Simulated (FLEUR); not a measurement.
Runs of FLEUR MaX-R8.1 (later development tree) on HfO2. The structure is tetragonal, space group P4_2/nmc (No. 137). The conventional cell has a = 3.558 Å, b = 3.558 Å, c = 5.172 Å, α = 90.00°, β = 90.00°, γ = 90.00°. Hf (site symmetry -4m2) has 4 O at 2.05 Å as nearest neighbours. O (site symmetry 2mm) has 2 Hf at 2.05 Å as nearest neighbours. Measurements of this composition are mostly on another form, of space group No. 14.

```tsv
task	level	gmax	muffin-tin radii	max iterations	mixer history	density convergence	kmax	gap on the mesh (eV)	largest force (eV/Å)
single point	PBEsol	16.7 1/bohr	Hf 2.17, O 1.34 bohr	60	15	1e-05 me/bohr^3	5.37 1/bohr	4.64	0.09
band structure	LDA	16.3 1/bohr	Hf 2.22, O 1.37 bohr	60	15	1e-05 me/bohr^3	5.26 1/bohr	4.55	-
band structure	PBEsol	16.3 1/bohr	Hf 2.22, O 1.37 bohr	60	15	1e-05 me/bohr^3	5.26 1/bohr	4.64	-
band structure	r2SCAN	16.3 1/bohr	Hf 2.22, O 1.37 bohr	80	30	0.0001 me/bohr^3	5.26 1/bohr	(b)	-
single point	PBE	16.7 1/bohr	Hf 2.17, O 1.34 bohr	60	15	1e-05 me/bohr^3	5.37 1/bohr	(a)	0.14
```

Alike in all rows: potentials or basis all-electron, FLAPW; no spin polarisation; cell as given; k mesh 8 × 8 × 5; smearing fermi-dirac 0.05 eV.

Estimate the missing entries.

(a) 4.77; (b) 5.31.

Caveats: spin-orbit coupling is left out, which moves the levels of the heavy elements; an odd mesh through Γ misses points on the zone boundary, where band edges often lie (some runs); the meta-GGA is that of a development version, with a GGA for the radial functions and cores and without core tails (some runs).

A k mesh can miss the band edges, and the runs leave out spin-orbit coupling on Hf.

Not every run made on this cell is shown here.
